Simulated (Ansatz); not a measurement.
**AlP: energy against volume in PBE, exact exchange and the RPA**

An exercise on one series of results from a longer session: the logs are not shown, and one member is left open.

The COD entry's cell or inner coordinates are ideal or old and differ from later refinements, so a difference from it is no clean test against experiment.

Code: Ansatz 0.2.0. PBE orbitals, norm-conserving pseudopotentials, plane waves. (Simulation; spin polarisation is off.)

## Starting point

The cell was relaxed beforehand with r2SCAN; volume changes: +0 %, -5 %, +5 %, -10 %, +10 %.

The symmetry is F-43m (No. 216, cubic); a = 5.479 Å in the conventional setting, 20.55 Å³ an atom. Near Al stand 4 P at 2.37 Å; near P stand 4 Al at 2.37 Å.

The structure in full:

Space group F-43m (No. 216). a = 5.479 Å, b = 5.479 Å, c = 5.479 Å, α = 90.00°, β = 90.00°, γ = 90.00°
```json
{"atom": "Al", "site": "4a", "symmetry": "-43m", "x": "0.0000", "y": "0.0000", "z": "0.0000"}
{"atom": "P", "site": "4d", "symmetry": "-43m", "x": "0.2500", "y": "0.2500", "z": "0.7500"}
```

The first run:

input.yaml reads:

```yaml
crystal:
  lattice:
    - [0.0, 2.7392607921, 2.7392607921]
    - [2.7392607921, 0.0, 2.7392607921]
    - [2.7392607921, 2.7392607921, 0.0]
  atoms:
    - { symbol: Al, position: [0.0, 0.0, 0.0] }
    - { symbol: P, position: [0.25, 0.25, 0.25] }
kpoints:
  mp_grid: { grid: [6, 6, 6] }
hamiltonian:
  xc: pbe
  pseudopotentials: { kind: nc }
scf:
  occupations: { method: fixed }
output:
  rpa_energy:
    ecut_chi_ladder: [198, 222, 245, 272, 299]
    long_wavelength: optical_limit
basis:
  ecutwfc: 598.650497
```

Steps of the session up to this table: The unscaled cell; Volume -5 %; Volume +5 %; Volume -10 %; Volume +10 %.

One table of the session follows, with a row left open; its other results are not shown here.

It belongs to the step «The three curves». Energies in meV/atom from the unscaled cell:

| volume (Å³/atom) | PBE | exact exchange | EXX+RPA | RPA correlation |
| --- | --- | --- | --- | --- |
| 18.499 | 84.0 | 88.4 | 40.0 | -48.4 |
| 19.526 | 23.8 | 23.1 | 2.2 | -20.9 |
| 20.554 | 0.0 | 0.0 | 0.0 | 0.0 |
| 21.582 | ? | ? | ? | ? |
| 22.610 | 30.8 | 46.7 | 72.1 | 25.3 |

Estimate the missing values for volume (Å³/atom) = 21.582.

Worked estimate for «PBE». A straight line through the neighbours (20.554, 0.0) and (22.610, 30.8) gives 0.0 + (30.8 − 0.0) × (21.582 − 20.554) / (22.610 − 20.554) = 15.4; a parabola fitted to 3 rows on both sides gives 2.3.

As computed: PBE: 4.5; exact exchange: 10.2; EXX+RPA: 25.4; RPA correlation: 15.2. In «PBE» the line misses by +10.9 and the parabola by -2.2.
